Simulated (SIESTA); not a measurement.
SiO2 under changes of volume

One of the cells (18.553 Å³/atom); the others are scaled copies at fixed shape and fractional positions:

```
CELL_PARAMETERS angstrom
-2.62334 4.77675 4.44167
2.62334 -4.77675 4.44167
2.62334 4.77675 -4.44167
ATOMIC_POSITIONS crystal
Si 0.26034 0.84494 0.41540
Si 0.07045 0.15506 0.91540
Si 0.73966 0.15506 0.58460
Si 0.92955 0.84494 0.08460
O 0.50000 0.00000 0.50000
O 0.00000 0.00000 0.00000
O 0.79318 0.00000 0.29318
O 0.20682 0.50000 0.20682
O 0.20682 0.00000 0.70682
O 0.79318 0.50000 0.79318
O 0.86931 0.11931 0.75000
O 0.13069 0.88069 0.25000
```

The cell comes from a database or a generator and needn't be the stable form of this composition.

- Program: SIESTA 5.4.2
- Functional: PBEsol
- Potentials or basis: PseudoDojo 0.4 standard (PBEsol files)
- Basis: DZP (energy shift 0.003 Ry)
- Grid cutoff: 800 Ry
- Energy shift: 0.003 Ry
- k mesh: 4 × 4 × 4
- Occupations: fermi-dirac, width 0.05 eV
- Spin: no spin polarisation

```csv
volume (Å³/atom),energy over the lowest point (meV/atom),pressure (GPa),gap on the mesh (eV),largest force (eV/Å)
17.440,67.05,13.8,7.31,1.119
17.811,39.34,10.2,7.11,0.905
18.182,19.50,7.0,6.88,0.708
18.553,6.77,4.1,6.64,0.528
18.924,?,?,?,?
19.295,0.00,-1.0,6.14,0.412
19.666,4.86,-3.2,5.89,0.437
```

Question: What does the run at 18.924 Å³/atom give?

Answer: Energy over the lowest point 0.46 meV/atom; pressure 1.4 GPa; gap on the mesh 6.40 eV; largest force 0.387 eV/Å.

Worked out: A Birch-Murnaghan fit of order 3 (a polynomial in V^(-2/3)) to the other rows has its minimum at 19.14 Å³/atom with B0 = V·E''(V) = 123 GPa and B' = 4.0 at fixed shape and positions, which overstates the stiffness. It gives 0.46 meV/atom at 18.924 Å³/atom, against the run's 0.46, and -dE/dV = 1.4 GPa, against 1.4. A parabola through the other rows of the gap, of slope -12.7 eV per unit of ln V (its deformation potential) there, gives 6.40 eV, against the run's 6.40.

Energies are extrapolated to zero smearing.

Caveats: the basis of atomic orbitals isn't converged, which shifts pressures, moduli and gaps; forces of over 1 eV/Å show positions far from the minimum, so gaps and moduli don't describe the material at rest (some runs).

A mesh can miss the band edges.
